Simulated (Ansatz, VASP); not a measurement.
# Be: VASP beside Ansatz

File INCAR:

```
ALGO = Normal ; EDIFF = 1E-7
ENCUT = 520 ; GGA = PE
ISIF = 2 ; ISMEAR = -1
LASPH = True ; LCHARG = True
LELF = True ; LREAL = False
LVHAR = True ; LWAVE = False
NBANDS = 7 ; NELM = 80
PREC = Accurate ; SIGMA = 0.08
```

File KPOINTS:

```
k-points
0
Gamma
  20 20 20
```

Contents of POSCAR:

```
Be
1.0
    0.0000000000      1.5244124448      1.5244124448
    1.5244124448      0.0000000000      1.5244124448
    1.5244124448      1.5244124448      0.0000000000
Be
1
Direct
    0.0000000000      0.0000000000      0.0000000000
```

Input for Ansatz:

```yaml
crystal:
  lattice:
    - [0.0, 1.5244124448, 1.5244124448]
    - [1.5244124448, 0.0, 1.5244124448]
    - [1.5244124448, 1.5244124448, 0.0]
  atoms:
    - { symbol: Be, position: [0.0, 0.0, 0.0] }
kpoints:
  mp_grid: { grid: [20, 20, 20] }
scf:
  occupations: { method: fermi_dirac, width: 0.08 }
hamiltonian:
  xc: pbe
  pseudopotentials: { kind: all_electron, lapw: { basis_error: 0.001 } }
output:
  forces: true
  stress: true
  eigenvalues: true
  populations: true
```

Change from the starting cell: volume scaled by 0.9, LAPW.

Alike in both runs: task single point; functional PBE; k mesh 20 × 20 × 20; occupations fermi-dirac, width 0.08 eV; no spin polarisation.

|  | VASP | Ansatz |
| --- | --- | --- |
| version | VASP 6.6.1 | Ansatz 0.2.0 |
| potentials or method | VASP PAW PBE potentials, release 64 (Be) | all-electron LAPW, scalar-relativistic |
| plane-wave cutoff (eV) | 520 | see its input |

VASP gave:

| Property | Result |
| --- | --- |
| pressure (GPa) | 15.4 |

Task: Which values does Ansatz return?

Result: Pressure (GPa): 15.1.

Ansatz ran all-electron here, so the differences hold the error of VASP's frozen core and of both bases.

Caveats: so large a pressure means that the cell lies far from this level's equilibrium, or that cutoff or potentials fall short (VASP).
